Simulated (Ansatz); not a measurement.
# C: generalised stacking fault

Level of theory: Ansatz 0.2.0, DFT r2SCAN, scalar-relativistic, plane waves, PAW. Settings: plane waves to 500 eV, k-mesh 10×10×2 (Γ-centred), Gaussian smearing 0.05 eV. No spin polarisation. Energies are free energies at this smearing, counted from the undisturbed cell; pressure is positive in compression.

Reference structure (relaxed at this level):

```
C
1.0
    -2.50319    0.00000    0.00000
    -1.25160   -2.16783    0.00000
     0.00000    0.00000   12.50665
C
12
Direct
  0.33333 0.33333 0.93756
  0.33333 0.33333 0.27089
  0.33333 0.33333 0.60423
  0.66667 0.66667 0.10423
  0.66667 0.66667 0.43756
  0.66667 0.66667 0.77089
  0.33333 0.33333 0.06241
  0.33333 0.33333 0.39574
  0.33333 0.33333 0.72907
  0.66667 0.66667 0.22907
  0.66667 0.66667 0.56241
  0.66667 0.66667 0.89574
```

The cut lies on the cell's a–b face, a (0 0 1) plane (indices in the standard cell, whose axes needn't be the Cartesian ones shown) of area 5.43 Å², between layers 1.56 Å apart. Vector c is tilted by f times 1·a + 1·b (length 4.336 Å) with the atoms' Cartesian places fixed: one unrelaxed fault a cell.

| f | γ (mJ/m²) | shear traction, the slope of γ along the slip (GPa) | gap on the mesh (eV) |
| --- | --- | --- | --- |
| 0.0000 | 0 | 0.0 | 3.81 |
| 0.0833 | 1520 | 83.9 | 3.68 |
| 0.1667 | ? | 152.6 | ? |
| 0.2500 | 11758 | 152.7 | 0.00 |
| 0.3333 | ? | ? | 0.00 |
| 0.4167 | 13677 | -28.4 | 0.00 |
| 0.5000 | 13144 | 0.0 | 0.00 |

By symmetry 0.6667 repeats 0.3333, 0.8333 repeats 0.1667, 0.5833 repeats 0.4167, 0.7500 repeats 0.2500, 0.9167 repeats 0.0833 in energy, with the opposite slope along the path. Where the gap reads zero the k-mesh, chosen for the insulator, is on the coarse side.

Task: Give the withheld values.

Result: γ (mJ/m²) at f = 0.1667: 5902; gap on the mesh (eV) at f = 0.1667: 2.48; γ (mJ/m²) at f = 0.3333: 14507; shear traction, the slope of γ along the slip (GPa) at f = 0.3333: -0.2.

Cost: 7 runs of about 3.1 core-minutes in all, on AMD EPYC 7R43 (Zen 3) (shared hosts).